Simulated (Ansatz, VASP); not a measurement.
# AlH3 (AlH3 (Fd-3m)): VASP beside Ansatz, part 2 of 2

Wanted: the spread between two codes on one cell, functional and k mesh. The cell is taken from a series of runs on this material, whose earlier steps may have relaxed, scaled, displaced or heated it; both programs get it as it stands.

VASP 6.6.1 and Ansatz 0.2.0.

So far: Starting point; VASP: relaxation of cell and atoms, PBEsol.

## (3) Ansatz: relaxation of cell and atoms, PBEsol

Level of this step: Ansatz beside VASP: Kohn-Sham DFT, plane waves, PBEsol (Ansatz).

Ansatz runs on its default PAW (the set named soft_2) files.

The same cell, functional and mesh now go to Ansatz.

Input file input.yaml:

```yaml
crystal:
  lattice:
    - [0.0, 4.4893506, 4.4893506]
    - [4.4893506, 0.0, 4.4893506]
    - [4.4893506, 4.4893506, 0.0]
  atoms:
    - { symbol: Al, position: [0.125, 0.625, 0.625] }
    - { symbol: Al, position: [0.625, 0.125, 0.625] }
    - { symbol: Al, position: [0.625, 0.625, 0.125] }
    - { symbol: Al, position: [0.625, 0.625, 0.625] }
    - { symbol: H, position: [0.30509041, 0.30509041, 0.69490959] }
    - { symbol: H, position: [0.69490959, 0.69490959, 0.30509041] }
    - { symbol: H, position: [0.30509041, 0.69490959, 0.30509041] }
    - { symbol: H, position: [0.69490959, 0.30509041, 0.69490959] }
    - { symbol: H, position: [0.69490959, 0.30509041, 0.30509041] }
    - { symbol: H, position: [0.30509041, 0.69490959, 0.69490959] }
    - { symbol: H, position: [0.94490959, 0.94490959, 0.55509041] }
    - { symbol: H, position: [0.55509041, 0.55509041, 0.94490959] }
    - { symbol: H, position: [0.94490959, 0.55509041, 0.94490959] }
    - { symbol: H, position: [0.55509041, 0.94490959, 0.55509041] }
    - { symbol: H, position: [0.55509041, 0.94490959, 0.94490959] }
    - { symbol: H, position: [0.94490959, 0.55509041, 0.55509041] }
basis:
  ecutwfc: 420
  xc_grid: 2
hamiltonian:
  xc: pbesol
kpoints:
  mp_grid: { grid: [6, 6, 6] }
scf:
  occupations: { method: fixed }
  max_iter: 100
relax:
  f_tol: 0.005
  max_steps: 60
  cell: {}
output:
  forces: true
  stress: true
checkpoint:
  write: "../cell.run"
  compress: false
  write_wavefunctions: false
  write_every: 100000
```

Run with:

```console
$ ansatz run input.yaml --threads 4 --pin off --max-ram 7536MiB --backend cpu --events-out ev --progress --plain --runs-dir out
```

Numbers of over 12 decimals in the logs are rounded to 6 here.

The program printed:

```text
Engine: ansatz 0.2.0, aarch64-unknown-linux-gnu
Pseudopotentials: kind: paw
Pseudopotential: Al, paw, valence charge 3, recommended cutoff 420 eV (normal), Al.paw.azcp
Pseudopotential: H, paw, valence charge 1, recommended cutoff 420 eV (normal), H.paw.azcp
Functional definition: PBEsol
  exchange = pbesol_x
  correlation = pbesol_c
Crystal: 16 atoms, lattice volume = 180.959 Å³
Basis set: ecut = 420 eV, 3527 PW (Γ), exchange–correlation on 90×90×90 points (8 copies of the dense FFT grid, shifted against one another)
Bands: 28, of which v1, the nominal top of the filled ones, is band 12 counted from 1 (11 counted from 0)
Symmetry: 48 space group operations
Space group: Fd-3m (ITA 227), of the structure as read, at distance tolerance 5.7e-5 Å
k-points: 16 of 216
Non-local potential: Al, projectors of the file, l = 0: 2, l = 1: 2, l = 2: 1
Non-local potential: H, projectors of the file, l = 0: 2, l = 1: 1
PAW form: soft (Blöchl's): semilocal exchange-correlation on the pseudo side does not see the compensation charge
PAW frozen core: Al, regenerated for the run's functional, and the local potential with it (the file was generated under x = pbe(κ = 0.804, μ = 0.219515), c = pbe(β = 0.066725))
PAW one-centre angular grid: Al, 110 points (default); XC on 64 Gauss nodes
PAW one-centre angular grid: H, 110 points (default); XC on 64 Gauss nodes
Initial density: superposition of atomic densities (neutral atoms: chi_scale 0, normalization atom), corrected by the library's trained network
Initial wavefunctions: pseudopotential atomic-orbital guess
Functional: x = pbesol(κ = 0.804, μ = 0.123457), c = pbesol(β = 0.046)
SCF iter   1: F=—  HF=-2285.845982 eV  |F-HF|=—  |Δ(HF+E_count)|=         —  Δρ=7.63e-3  dr2=7.23e-2  ethr=1.77e-3  ⟨swp⟩=4.9  Hψ=1919  notcnv=0  defer=206
preconditioner: auto → none  [insulator: Δε(μ)=2.945 eV  Ē_g=10.859 eV  n_scr=14 (ndim 8)  ℏωp=13.5 eV  f_vac=0.152  ε∞_Penn≈2.6]
SCF iter   2: F=—  HF=-2285.827899 eV  |F-HF|=—  |Δ(HF+E_count)|=   1.81e-2  Δρ=2.61e-3  dr2=8.33e-3  ethr=3.01e-4  ⟨swp⟩=2.0  Hψ=611  notcnv=0  defer=221
SCF iter   3: F=—  HF=-2285.826185 eV  |F-HF|=—  |Δ(HF+E_count)|=   1.71e-3  Δρ=1.80e-4  dr2=4.07e-5  ethr=3.47e-5  ⟨swp⟩=3.0  Hψ=515  notcnv=0  defer=93
automatic band count: iteration 3 solves 20 bands in place of 28: the levels show a gap, and the empty bands left out lie too high to hold charge; the band table lists the bands solved (type scf.n_extra_bands for more)
SCF iter   4: F=—  HF=-2285.826282 eV  |F-HF|=—  |Δ(HF+E_count)|=   9.77e-5  Δρ=4.01e-5  dr2=1.46e-6  ethr=1.70e-7  ⟨swp⟩=2.1  Hψ=488  notcnv=0  defer=83
iter 5 did not close the SCF: its close was put off for the readings that it lacked (scf_convergence_deferred on its scf_iter line)
SCF iter   5: F=-2285.826286 eV  HF=-2285.826286 eV  |F-HF|=4.28e-9  |Δ(HF+E_count)|=   3.53e-6  Δρ=3.64e-6  dr2=3.77e-8  ethr=6.10e-9  ⟨swp⟩=2.0  Hψ=492  notcnv=0  defer=83
SCF iter   6: F=-2285.826286 eV  HF=-2285.826286 eV  |F-HF|=8.25e-10  |Δ(HF+E_count)|=   7.46e-9  Δρ=5.53e-7  dr2=1.47e-9  ethr=1.57e-10  ⟨swp⟩=2.1  Hψ=1051  notcnv=0
SCF 1 converged in 6 iterations: F = -2285.826286 eV  dr2 = 1.47e-9
  greatest PAW one-centre occupation: 0.396 electrons in one spin orbital (limit 2), on the Al atom at site 2 (counted from 0), in its partial waves of l = 0
relax step   1: F+E_penalty+E_count = -2285.82628577 eV  Δ(F+E_penalty+E_count) = +0.000e0 eV  max|allowed force component| = 1.113e-1 eV/Å  Δτ_max = 0.0000 Å  P = +1.275 GPa  Ω = 180.959 Å³  (6 SCF iters, dr2 threshold 1.00e-7 eV, accepted)
[...]
relax step   2: F+E_penalty+E_count = -2285.84496568 eV  Δ(F+E_penalty+E_count) = -1.868e-2 eV  max|allowed force component| = 4.992e-3 eV/Å  Δτ_max = 0.0198 Å  P = +0.301 GPa  Ω = 182.163 Å³  energy of the carried Pulay correction = -1.065e-3 eV  (4 SCF iters, dr2 threshold 1.60e-6 eV, accepted)
[...]
relax step   3: F+E_penalty+E_count = -2285.84496300 eV  Δ(F+E_penalty+E_count) = +2.672e-6 eV  max|allowed force component| = 3.174e-4 eV/Å  Δτ_max = 0.0037 Å  P = +0.009 GPa  Ω = 183.530 Å³  energy of the carried Pulay correction = -2.266e-3 eV  (4 SCF iters, dr2 threshold 2.27e-7 eV, accepted)
[...]
relax step   4: F+E_penalty+E_count = -2285.84733402 eV  Δ(F+E_penalty+E_count) = -2.371e-3 eV  max|allowed force component| = 3.215e-4 eV/Å  Δτ_max = 0.0000 Å  P = +0.022 GPa  Ω = 183.530 Å³  stress off target by 2.21e-2 GPa  SCF on the basis re-selected at this cell (its energy is not comparable with the rows above)  (5 SCF iters)
basis re-selected at this cell: Δ(F+E_penalty+E_count) = -2.371e-3 eV, ΔP = +0.013 GPa vs the last step (what re-selecting the basis moved, of the pressure what is left beyond the Pulay correction that the steps carried, after the strain that the cell walked since its last selection, with what the two solves' SCF thresholds leave and, on support functions, any second-order correction that the steps lacked; it is no m [...]
SCF converged after 5 iterations
Free energy (F): -2285.847334 eV
Harris-Foulkes:  -2285.847334 eV  (|F-HF|=1.21e-8)
Internal energy: -2285.847334 eV  (E = F + TS)
E sigma→0 (E₀):  -2285.847334 eV
Fermi energy:    -0.134604 eV
--- Per-component energies (eV) ---
  E_band       = -96.396409
  E_kinetic    = 261.675890
  E_local      = -400.462717  (includes V_loc(G=0)·N_el)
  E_nonlocal   = 56.605373
  E_hartree    = 131.557844
  E_xc         = -264.057696
  E_vxc        = -255.332434  (∫ρ·V_xc dr)
  E_paw        = -1824.823385  (= ΣΔE_a)
  E_vpaw       = -21.983399  (= ΣTr[D̂ρ^β])
  E_aug_tail   = -0.014824  (compensation charges beyond the density's cutoff)
  E_ewald      = -246.404375
  E_core_change = 0.076556  (= ΣΔE_core)
  E_smearing   = -0.000000  (= −TS)
  E_closure    = 0.000000  (closes the sum)
  Σ components = -2285.847334   (vs F -2285.847334, Δ=0.00e0)
--- Forces (eV/Å), atoms counted from 1 ---
  atom   1  Al     0.00000000     0.00000000    -0.00000000
  atom   2  Al     0.00000000     0.00000000     0.00000000
  atom   3  Al    -0.00000000     0.00000000     0.00000000
  atom   4  Al    -0.00000000    -0.00000000    -0.00000000
  atom   5  H     -0.00000000    -0.00000000    -0.00032147
  atom   6  H      0.00000000    -0.00000000     0.00032147
  atom   7  H     -0.00000000    -0.00032147    -0.00000000
  atom   8  H     -0.00000000     0.00032147    -0.00000000
  atom   9  H     -0.00032147     0.00000000     0.00000000
  atom  10  H      0.00032147     0.00000000     0.00000000
  atom  11  H      0.00000000     0.00000000     0.00032147
  atom  12  H     -0.00000000     0.00000000    -0.00032147
  atom  13  H      0.00000000     0.00032147    -0.00000000
  atom  14  H      0.00000000    -0.00032147     0.00000000
  atom  15  H      0.00032147    -0.00000000    -0.00000000
  atom  16  H     -0.00032147    -0.00000000    -0.00000000
  max |Σ_I F_I| component: 2.01e-19 eV/Å
--- Stress (GPa, compression-positive) ---
        0.022139       0.000000       0.000000
        0.000000       0.022139      -0.000000
        0.000000       0.000000       0.022139
  P = ⅓ Tr σ = 0.0221 GPa (0.221 kbar)
--- Relaxed structure (3 steps of the walk, 3 accepted, 1 SCFs on fresh bases) ---
  F+E_penalty+E_count = -2285.84733402 eV   max|allowed force component| = 3.215e-4 eV/Å   (the final SCF, on the basis selected at the relaxed cell)
  cell:  # Å, volume = 183.5304 Å³
    - [0, 4.510514, 4.510514]
    - [4.510514, 0, 4.510514]
    - [4.510514, 4.510514, 0]
  atoms:
    - { symbol: Al, position: [0.125000, 0.625000, 0.625000] }
    - { symbol: Al, position: [0.625000, 0.125000, 0.625000] }
    - { symbol: Al, position: [0.625000, 0.625000, 0.125000] }
    - { symbol: Al, position: [0.625000, 0.625000, 0.625000] }
    - { symbol: H, position: [0.303299, 0.303299, 0.696701] }
    - { symbol: H, position: [0.696701, 0.696701, 0.303299] }
    - { symbol: H, position: [0.303299, 0.696701, 0.303299] }
    - { symbol: H, position: [0.696701, 0.303299, 0.696701] }
    - { symbol: H, position: [0.696701, 0.303299, 0.303299] }
    - { symbol: H, position: [0.303299, 0.696701, 0.696701] }
    - { symbol: H, position: [0.946701, 0.946701, 0.553299] }
    - { symbol: H, position: [0.553299, 0.553299, 0.946701] }
    - { symbol: H, position: [0.946701, 0.553299, 0.946701] }
    - { symbol: H, position: [0.553299, 0.946701, 0.553299] }
    - { symbol: H, position: [0.553299, 0.946701, 0.946701] }
    - { symbol: H, position: [0.946701, 0.553299, 0.553299] }
```

Reading the cycles: dr2 is the Hartree energy of the density residual (eV), the measure of convergence; HF is the Harris–Foulkes estimate of the energy, which meets the free energy F at convergence.

## (4) Differences

Known differences besides the potentials themselves: fixed occupations in Ansatz, narrow Gaussian smearing in VASP; the cutoff is 420 eV in Ansatz and 500 eV in VASP; Ansatz makes its cores anew for this functional, VASP keeps those of its PBE data sets; Ansatz adds a Pulay correction to the stress that steers its cell, VASP none. Total energies have different zeros and are not compared.

Both answers:

```
                                         quantity  Ansatz    VASP  difference
                                      volume (Å³)  183.53  182.70     +0.46 %
edge a after relaxation, in the typed setting (Å)   6.379   6.369     +0.15 %
```

## (5) What came out

| Quantity | Value |
| --- | --- |
| difference in volume (relaxation of cell and atoms, PBEsol) | 0.46 % |

**Reading.** The difference in volume is 0.46 % (relaxation of cell and atoms, PBEsol), within the 1.2 % picked in this series as the mark of a large difference, as far as the stopping tolerances let one tell. How closely two codes agree says nothing of how well the functional describes the real material.

[Lines on the potential files, build, host, timing and source positions are cut from VASP's logs without a mark.]

[Logs are printed without paths, hosts, clocks, repeated set-up lines and the standing remarks that a program may print on its own settings, such as how far it seeks lower states.]

[Hosts, paths, dates, database ids (printed as entryN), source tags and the programs' standing remarks are cut or masked in the printed files.]
